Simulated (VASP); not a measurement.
# O2C in VASP: further runs

Aim: see how the results for O2C move with the level of theory and the settings. Levels: PBE+D3(BJ), PBE. Tasks: relaxation of the atoms, single point.

Everything below comes from runs of VASP 6.6.1. Logs are shortened: lines on timing, memory, paths and dates and some standing lists are left out, and cuts for length are marked.

## (1) The structure

The cell holds a molecule in a box, 3 atoms: a = 12.155 Å, b = 12.655 Å, c = 13.155 Å, α = 90.00°, β = 90.00°, γ = 90.00°.

## (2) Relaxation of the atoms, PBE+D3(BJ)

INCAR

```
SYSTEM = CO2
ALGO = Normal
EDIFF = 1E-6
EDIFFG = -0.03
ENCUT = 400
GGA = PE
IBRION = 2
ISIF = 2
ISMEAR = 0
ISYM = 0
IVDW = 12
LASPH = .True.
LCHARG = .False.
LREAL = .False.
LWAVE = .False.
NELM = 80
NSW = 120
PREC = Accurate
SIGMA = 0.01
```

KPOINTS

```
k-points
0
Gamma
  1 1 1
  0 0 0
```

POSCAR

```
CO2
1.0
   12.1554342666      0.0000000000      0.0000000000
    0.0000000000     12.6554342666      0.0000000000
    0.0000000000      0.0000000000     13.1554342666
O C
2 1
Selective dynamics
Direct
    0.4862752546      0.5649009670      0.4370815809  F F F
    0.5137244403      0.4430003210      0.5629181160  T T T
    0.5000003051      0.5039513278      0.5000003031  T T T
```

Potentials or basis: VASP PAW PBE potentials, release 64 (O, C).

Run with:

```console
> cat potpaw_PBE.64/O/POTCAR potpaw_PBE.64/C/POTCAR > POTCAR
> mpirun -np 4 vasp_gam > vasp.out
```

OUTCAR:

```text
SYSTEM = CO2
   EDIFF = 1E-6
   EDIFFG = -0.03
   ENCUT = 400
   GGA = PE
   IBRION = 2
   ISIF = 2
   ISMEAR = 0
   ISYM = 0
   IVDW = 12
   LASPH = .True.
   LREAL = .False.
   NELM = 80
   NSW = 120
   PREC = Accurate
 IVDW          = 12

 ion  position               nearest neighbor table
   1  0.486  0.565  0.437-   3 1.14
   2  0.514  0.443  0.563-   3 1.14
   3  0.500  0.504  0.500-   1 1.14   2 1.14

IMPORTANT INFORMATION: All symmetrisations will be switched off!
NOSYMM: (Re-)initialisation of all symmetry stuff for point group C_1.

----------------------------------------------------------------------------------------

                                     Primitive cell

  volume of cell :    2023.7307

  direct lattice vectors                    reciprocal lattice vectors
    12.155434267  0.000000000  0.000000000     0.082267731  0.000000000  0.000000000
     0.000000000 12.655434267  0.000000000     0.000000000  0.079017439  0.000000000
     0.000000000  0.000000000 13.155434267     0.000000000  0.000000000  0.076014214

  length of vectors
    12.155434267 12.655434267 13.155434267     0.082267731  0.079017439  0.076014214

  position of ions in fractional coordinates (direct lattice)
     0.486275255  0.564900967  0.437081581
     0.513724440  0.443000321  0.562918116
     0.500000305  0.503951328  0.500000303

  ion indices of the primitive-cell ions
   primitive index   ion index
                 1           1
                 2           2
                 3           3

----------------------------------------------------------------------------------------

 KPOINTS: k-points

Automatic generation of k-mesh.
 Grid dimensions read from file:
 generate k-points for:    1    1    1

 Generating k-lattice:

  Cartesian coordinates                     Fractional coordinates (reciprocal lattice)
     0.082267731  0.000000000  0.000000000     1.000000000  0.000000000  0.000000000
     0.000000000  0.079017439  0.000000000     0.000000000  1.000000000  0.000000000
     0.000000000  0.000000000  0.076014214     0.000000000  0.000000000  1.000000000

  Length of vectors
     0.082267731  0.079017439  0.076014214

  Shift w.r.t. Gamma in fractional coordinates (k-lattice)
     0.000000000  0.000000000  0.000000000

 Subroutine IBZKPT returns following result:
 ===========================================

 Found      1 irreducible k-points:

 Following reciprocal coordinates:
            Coordinates               Weight
  0.000000  0.000000  0.000000      1.000000
   k-points           NKPTS =      1   k-points in BZ     NKDIM =      1   number of bands    NBANDS=     12
   number of dos      NEDOS =    301   number of ions     NIONS =      3
   total plane-waves  NPLWV = 604800
   dimension x,y,z NGX =    80 NGY =   84 NGZ =   90
   dimension x,y,z NGXF=   160 NGYF=  168 NGZF=  180
   ions per type =               2   1
   NGX,Y,Z   is equivalent  to a cutoff of  10.94, 11.03, 11.37 a.u.
   NGXF,Y,Z  is equivalent  to a cutoff of  21.88, 22.07, 22.75 a.u.
 SYSTEM =  CO2
   PREC   = accura    normal or accurate (medium, high low for compatibility)
   ISTART =      0    job   : 0-new  1-cont  2-samecut
   ICHARG =      2    charge: 1-file 2-atom 10-const
   ISPIN  =      1    spin polarized calculation?
   LNONCOLLINEAR =      F non collinear calculations
   LSORBIT =      F    spin-orbit coupling
   LASPH  =      T    aspherical Exc in radial PAW
   ENCUT  =  400.0 eV  29.40 Ry    5.42 a.u.  19.82 20.64 21.45*2*pi/ulx,y,z
   NELM   =     80;   NELMIN=  2; NELMDL= -5     # of ELM steps
   EDIFF  = 0.1E-05   stopping-criterion for ELM
   LREAL  =      F    real-space projection
   EDIFFG = -.3E-01   stopping-criterion for IOM
   NSW    =    120    number of steps for IOM
   IBRION =      2    ionic relax: 0-MD 1-quasi-New 2-CG
   NFREE  =      1    steps in history (QN), initial steepest desc. (CG)
   ISIF   =      2    stress and relaxation
   ISYM   =      0    0-nonsym 1-usesym 2-fastsym
   POTIM  = 0.5000    time-step for ionic-motion
   TEBEG  =    0.0;   TEEND  =   0.0 temperature during run
   PSTRESS=    0.0 pullay stress
   NELECT =      16.0000    total number of electrons
   NUPDOWN=      -1.0000    fix difference up-down
   EMIN   =  10.00;   EMAX   =-10.00  energy-range for DOS
   EFERMI =   0.00;   METHOD = LEGACY
   ISMEAR =     0;   SIGMA  =   0.01  broadening in eV -4-tet -1-fermi 0-gaus
   EFERMI_NEDOS =   21; number of points for ismear=-14 and -15
   IALGO  =     38    algorithm
   IMIX   =      4    mixing-type and parameters
     AMIX     =   0.40;   BMIX     =  1.00
     AMIX_MAG =   1.60;   BMIX_MAG =  1.00
  volume/ion in A,a.u.               =     674.58      4552.27
  Fermi-wavevector in a.u.,A,eV,Ry     =   0.326135  0.616306  1.447170  0.106364
  Thomas-Fermi vector in A             =   1.217734
   LORBIT       =      0    0 simple, 1 ext, 2 COOP (PROOUT), +10 PAW based schemes
   GGA     = PE    functional components
   LHFCALC =     F    Hartree Fock is set to
   AEXX    =    0.0000 exact exchange contribution
   IVDW    =    12    specifies the selected vdW correction
   LEPSILON=     F    determine dielectric tensor
   LRPA    =     F    only Hartree local field effects (RPA)
 conjugate gradient relaxation of ions
 non-spin polarized calculation
 Gauss-broadening in eV      SIGMA  =   0.01
  energy-cutoff  :      400.00
  volume of cell :     2023.73
 maximum number of plane-waves:     18401
 NGX is ok and might be reduce to    80
   NGX = 39   NGY = 41   NGZ = 43

--------------------------------------- Ionic step        1  -------------------------------------------

 number of electron      16.0000005 magnetization

 Free energy of the ion-electron system (eV)
  ---------------------------------------------------
  ext. energy  EPLUGINS =         0.00000000
  ---------------------------------------------------
  free energy    TOTEN  =       -22.87996280 eV

  energy without entropy =      -22.87996280  energy(sigma->0) =      -22.87996280

------------------------ aborting loop because EDIFF is reached ----------------------------------------

 Edisp (eV)   -0.02566

 E8    (eV) :    -0.0078

  FORCE on cell =-STRESS in cart. coord.  units (eV):
  Direction    XX          YY          ZZ          XY          YZ          ZX
  --------------------------------------------------------------------------------------
  -------------------------------------------------------------------------------------
  Total      -1.34671     2.55962     3.18913    -0.88562    -4.38444     0.94772
  in kB      -1.06618     2.02644     2.52482    -0.70114    -3.47114     0.75031
  external pressure =        1.16 kB  Pullay stress =        0.00 kB

 VOLUME and BASIS-vectors are now :
 -----------------------------------------------------------------------------
  energy-cutoff  :      400.00
  volume of cell :     2023.73
      direct lattice vectors                 reciprocal lattice vectors
    12.155434267  0.000000000  0.000000000     0.082267731  0.000000000  0.000000000
     0.000000000 12.655434267  0.000000000     0.000000000  0.079017439  0.000000000
     0.000000000  0.000000000 13.155434267     0.000000000  0.000000000  0.076014214

 POSITION                                       TOTAL-FORCE (eV/Angst)
 -----------------------------------------------------------------------------------
      5.91089      7.14907      5.75000        -0.551972      2.553161     -2.739791
      6.24454      5.60636      7.40543         0.552156     -2.553177      2.739593
      6.07772      6.37772      6.57772        -0.000184      0.000016      0.000197
 -----------------------------------------------------------------------------------
    total drift:                                0.000370      0.001633     -0.001409

  FREE ENERGIE OF THE ION-ELECTRON SYSTEM (eV)
  ---------------------------------------------------
  free  energy   TOTEN  =       -22.9056189106 eV

  energy  without entropy=      -22.9056189106  energy(sigma->0) =      -22.90561891

--------------------------------------- Ionic step        2  -------------------------------------------

 number of electron      15.9999999 magnetization

------------------------ aborting loop because EDIFF is reached ----------------------------------------

 Edisp (eV)   -0.02535
[... 167 lines left out ...]
  FORCE on cell =-STRESS in cart. coord.  units (eV):
  Direction    XX          YY          ZZ          XY          YZ          ZX
  --------------------------------------------------------------------------------------
  -------------------------------------------------------------------------------------
  Total      -1.52413    -0.99981    -0.91175    -0.11774    -0.57413     0.12353
  in kB      -1.20665    -0.79155    -0.72183    -0.09321    -0.45453     0.09780
  external pressure =       -0.91 kB  Pullay stress =        0.00 kB

 VOLUME and BASIS-vectors are now :
 -----------------------------------------------------------------------------
  energy-cutoff  :      400.00
  volume of cell :     2023.73
      direct lattice vectors                 reciprocal lattice vectors
    12.155434267  0.000000000  0.000000000     0.082267731  0.000000000  0.000000000
     0.000000000 12.655434267  0.000000000     0.000000000  0.079017439  0.000000000
     0.000000000  0.000000000 13.155434267     0.000000000  0.000000000  0.076014214

 POSITION                                       TOTAL-FORCE (eV/Angst)
 -----------------------------------------------------------------------------------
      5.91089      7.14907      5.75000         0.000354      0.000744      0.000943
      6.25320      5.56629      7.44838         0.103223     -0.478133      0.511255
      6.08260      6.35510      6.60201        -0.103578      0.477389     -0.512198
 -----------------------------------------------------------------------------------
    total drift:                                0.000754     -0.000549     -0.002272

  FREE ENERGIE OF THE ION-ELECTRON SYSTEM (eV)
  ---------------------------------------------------
  free  energy   TOTEN  =       -23.0234758451 eV

  energy  without entropy=      -23.0234758451  energy(sigma->0) =      -23.02347585

--------------------------------------- Ionic step        7  -------------------------------------------

 number of electron      15.9999995 magnetization

 Free energy of the ion-electron system (eV)
  ---------------------------------------------------
  ext. energy  EPLUGINS =         0.00000000
  ---------------------------------------------------
  free energy    TOTEN  =       -23.00045521 eV

  energy without entropy =      -23.00045521  energy(sigma->0) =      -23.00045521

 E-fermi :  -8.9013     XC(G=0):  -0.3976

 val. band max:       -8.9885816656   @ k =   0.0000   0.0000   0.0000
 cond. band min:      -0.9454395119   @ k =   0.0000   0.0000   0.0000
 fundamental gap:      8.0431421537
 Fermi energy:        -8.9012848072

 k-point     1 :       0.0000    0.0000    0.0000
  band No.  band energies     occupation
      1     -29.0748      2.00000
      2     -28.0657      2.00000
      3     -13.7120      2.00000
      4     -12.5527      2.00000
      5     -12.5525      2.00000
      6     -12.5218      2.00000
      7      -8.9888      2.00000
      8      -8.9886      2.00000
      9      -0.9454      0.00000
     10      -0.5116      0.00000
     11      -0.5110      0.00000
     12       0.2507      0.00000

------------------------ aborting loop because EDIFF is reached ----------------------------------------

 Edisp (eV)   -0.02556

 E8    (eV) :    -0.0077

  FORCE on cell =-STRESS in cart. coord.  units (eV):
  Direction    XX          YY          ZZ          XY          YZ          ZX
  --------------------------------------------------------------------------------------
  -------------------------------------------------------------------------------------
  Total      -1.54336    -1.38155    -1.35091    -0.03550    -0.16616     0.03526
  in kB      -1.22187    -1.09376    -1.06951    -0.02811    -0.13154     0.02792
  external pressure =       -1.13 kB  Pullay stress =        0.00 kB

 VOLUME and BASIS-vectors are now :
 -----------------------------------------------------------------------------
  energy-cutoff  :      400.00
  volume of cell :     2023.73
      direct lattice vectors                 reciprocal lattice vectors
    12.155434267  0.000000000  0.000000000     0.082267731  0.000000000  0.000000000
     0.000000000 12.655434267  0.000000000     0.000000000  0.079017439  0.000000000
     0.000000000  0.000000000 13.155434267     0.000000000  0.000000000  0.076014214

 POSITION                                       TOTAL-FORCE (eV/Angst)
 -----------------------------------------------------------------------------------
      5.91089      7.14907      5.75000         0.001779     -0.005548      0.007541
      6.25420      5.56168      7.45336         0.000006     -0.000927     -0.000682
      6.08255      6.35535      6.60174        -0.001785      0.006475     -0.006859
 -----------------------------------------------------------------------------------
    total drift:                                0.000822     -0.000880     -0.001586

  FREE ENERGIE OF THE ION-ELECTRON SYSTEM (eV)
  ---------------------------------------------------
  free  energy   TOTEN  =       -23.0260128858 eV

  energy  without entropy=      -23.0260128858  energy(sigma->0) =      -23.02601289

 reached required accuracy - stopping structural energy minimisation
```

It took 1.7 min on 4 MPI ranks of AMD EPYC 9R45 (Zen 5), shared host; peak memory 0.38 GiB.

What came out:

| Property | Result |
| --- | --- |
| Free energy | -23.0260 eV |
| Energy gained by relaxing | 40.1 meV/atom |
| Ionic steps | 7 |
| Gap between the frontier levels | 8.04 eV |
| Dispersion energy per atom | -0.009 eV |

The path:
```
step  energy change (eV)  largest force (eV/Å)  pressure (GPa)
   1              0.0000                3.7855            0.12
   2              0.6699               11.0219           -0.32
   3             -0.0640                3.6733           -0.01
   4             -0.0202                3.9071           -0.25
   5             -0.1200                0.2680           -0.12
   6             -0.1179                0.7078           -0.09
   7             -0.1204                0.0096           -0.11
```

Final structure:
```
O C
1.0
    12.15543    0.00000    0.00000
     0.00000   12.65543    0.00000
     0.00000    0.00000   13.15543
O C
2 1
Direct
  0.48628 0.56490 0.43708
  0.51452 0.43947 0.56656
  0.50040 0.50218 0.50183
```

Caveat: the cutoff is under 1.25 times the usual one of these potentials, so pressure, stress and relaxed cells hold a basis-set (Pulay) error; the standard files for N, O and F lose accuracy on very short bonds.

## (3) Single point, PBE

INCAR

```
SYSTEM = CO2
  PREC = Accurate
  ENCUT = 400
  EDIFF = 1E-6
  ISMEAR = 0
  SIGMA = 0.01
  LREAL = .False.
  LASPH = .True.
  NELM = 80
  ALGO = Normal
  ISIF = 2
  LWAVE = .False.
  LCHARG = .False.
  GGA = PE
  ISYM = 0
```

KPOINTS

```
regular mesh
0
Gamma
  1 1 1
  0 0 0
```

POSCAR

```
CO2                                     
1.0
   12.1554342666      0.0000000000      0.0000000000
    0.0000000000     12.6554342666      0.0000000000
    0.0000000000      0.0000000000     13.1554342666
  O               C             
     2     1
Selective dynamics
Direct
     0.4862752546000024    0.5649009669999998    0.4370815808999993   F   F   F
     0.5145190010528863    0.4394693769791599    0.5665609947385249   T   T   T
     0.5003978090328378    0.5021838403526742    0.5018258090849687   T   T   T
```

Potentials or basis: VASP PAW PBE potentials, release 64 (O, C).

Run with:

```console
> cat potpaw_PBE.64/O/POTCAR potpaw_PBE.64/C/POTCAR > POTCAR
> mpirun -np 4 vasp_gam > vasp.out
```

It took 18 s on 4 MPI ranks of AMD EPYC 9R45 (Zen 5), shared host; peak memory 0.36 GiB.

It converged, with:

| Property | Result |
| --- | --- |
| Free energy | -23.0005 eV |
| Largest force | 0.010 eV/Å |
| Gap between the frontier levels | 8.04 eV |

Forces on the atoms (eV/Å):
```
O    0.002 -0.005  0.006
O    0.000 -0.002  0.000
C   -0.002  0.007 -0.007
```

Levels at points of the mesh, in eV from the valence-band top:
```
           k point  band 6  band 7  band 8  band 9  band 10  band 11
(0.00, 0.00, 0.00)   -3.53    0.00    0.00    8.04     8.48     8.48
```

Caveat: the cutoff is under 1.25 times the usual one of these potentials, so pressure, stress and relaxed cells hold a basis-set (Pulay) error; the standard files for N, O and F lose accuracy on very short bonds.
